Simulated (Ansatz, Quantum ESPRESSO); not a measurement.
# GaAs1-xPx: cell size against composition

Does the cell follow a straight line between the end members?

Calculated with Ansatz 0.2.0, r2SCAN, PAW files of the set soft_1, cutoff 600 eV, Fermi–Dirac smearing 0.02 eV, k-mesh 4×4×4, no spin polarisation, no spin-orbit coupling.

Each composition is one ordered cell of the zinc blende structure with 8 sites to fill (x is the share of P on the As sites), chosen so that its near-neighbour pairs are as close to random as the cell allows, with cell and atoms relaxed. The cell at x = 0.25: a = 7.9357 Å, b = 7.9357 Å, c = 7.9346 Å, α = 60.00°, β = 60.00°, γ = 60.00°.

```
atom       x       y       z
  As  0.3753  0.8748  0.3750
  As  0.3753  0.8748  0.8750
  As  0.8748  0.3753  0.3750
  As  0.8748  0.3753  0.8750
  As  0.8748  0.8748  0.3752
  As  0.8748  0.8748  0.8752
  Ga  0.0003  0.0003  0.9997
  Ga  0.0003  0.0003  0.4997
  Ga  0.0070  0.4972  0.9979
  Ga  0.0070  0.4972  0.4979
  Ga  0.4972  0.0070  0.9979
  Ga  0.4972  0.0070  0.4979
  Ga  0.4955  0.4955  0.0045
  Ga  0.4955  0.4955  0.5045
   P  0.3750  0.3750  0.3750
   P  0.3750  0.3750  0.8750
```

```
    x   formula  space group  volume for each atom (Å³)
    0      GaAs        F-43m                     22.729
 0.25   Ga4As3P         Amm2                     22.085
0.375  Ga8As5P3          R3m                     21.770
  0.5    Ga2AsP         Ima2                     21.455
0.625  Ga8As3P5          R3m                     21.151
 0.75   Ga4AsP3         Amm2                     20.847
0.875   Ga8AsP7        F-43m                     20.548
    1       GaP        F-43m                     20.250
```

**Question.** Fit the trend and give the value at x = 0.125, a row left out above.

The law is y = (1 − x) y0 + x y1 − b x(1 − x). With w = x(1 − x) and δ the distance of each inner row from the straight line, b = −Σδw/Σw².

| x | w | δ |
| --- | --- | --- |
| 0.25 | 0.1875 | −0.024 |
| 0.375 | 0.2344 | −0.029 |
| 0.5 | 0.2500 | −0.035 |
| 0.625 | 0.2344 | −0.029 |
| 0.75 | 0.1875 | −0.023 |
| 0.875 | 0.1094 | −0.012 |

Σδw = −0.03233 and Σw² = 0.2546, so b = 0.127 Å³. At x = 0.125 the law gives 22.405 Å³. The run itself gives 22.404 Å³, so the estimate misses by 0.001 Å³, a rounding's worth.

At x = 0.5 the bowing term is 0.15 % of the value there, against 10.9 % between the ends, so the straight line holds well.

One small ordered cell stands for each composition, so a random alloy may differ.

The same fit over all rows at other levels or in other programs gives b = 0.155 Å³ with PBEsol (Ansatz) and 0.158 Å³ with PBEsol (Quantum ESPRESSO, GBRV).

[Logs are printed without paths, hosts, clocks, repeated set-up lines and the standing remarks that a program may print on its own settings, such as how far it seeks lower states.]
